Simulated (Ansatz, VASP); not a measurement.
## Two plane-wave programs on Ba

INCAR

```
  PREC = Accurate
  ENCUT = 520
  EDIFF = 1E-6
  ISMEAR = 0
  SIGMA = 0.1
  LREAL = False
  LASPH = True
  NELM = 60
  ALGO = Normal
  ISIF = 2
  LWAVE = False
  LCHARG = False
  GGA = PE
  NBANDS = 11
```

KPOINTS

```
regular mesh
0
Gamma
  12 12 12
```

Contents of POSCAR:

```
Ba
1.0
   -2.4553325815      2.4553325815      2.4553325815
    2.4553325815     -2.4553325815      2.4553325815
    2.4553325815      2.4553325815     -2.4553325815
Ba
1
Direct
    0.0000000000      0.0000000000      0.0000000000
```

Input for Ansatz:

```yaml
crystal:
  lattice:
    - [-2.4553325815, 2.4553325815, 2.4553325815]
    - [2.4553325815, -2.4553325815, 2.4553325815]
    - [2.4553325815, 2.4553325815, -2.4553325815]
  atoms:
    - { symbol: Ba, position: [0.0, 0.0, 0.0] }
basis:
  ecutwfc: 420
kpoints:
  mp_grid: { grid: [12, 12, 12] }
hamiltonian:
  xc: pbe
scf:
  occupations: { method: gaussian, width: 0.1 }
output:
  forces: true
  stress: true
  eigenvalues: true
```

Alike in both runs: task single point; functional PBE; k mesh 12 × 12 × 12; occupations gaussian, width 0.1 eV; no spin polarisation.

|  | VASP | Ansatz |
| --- | --- | --- |
| version | VASP 6.6.1 | Ansatz 0.2.0 |
| potentials or method | VASP PAW PBE potentials, release 64 (Ba_sv) | scalar-relativistic, plane waves, PAW |
| plane-wave cutoff (eV) | 520 | 420 |
| valence electrons in the cell | 10 | 10 |

|  | VASP | Ansatz | Ansatz less VASP |
| --- | --- | --- | --- |
| gap on the k mesh at the Fermi level (eV) | none | none | - |
| pressure (GPa) | 0.7 | 0.6 | -0.08 |

A gap of «none» marks a metal or a gap that the smearing closes. With one functional, cell and mesh, what is left measures potentials, basis and numerics.

The runs have no spin-orbit coupling, so splittings on Ba are missing.
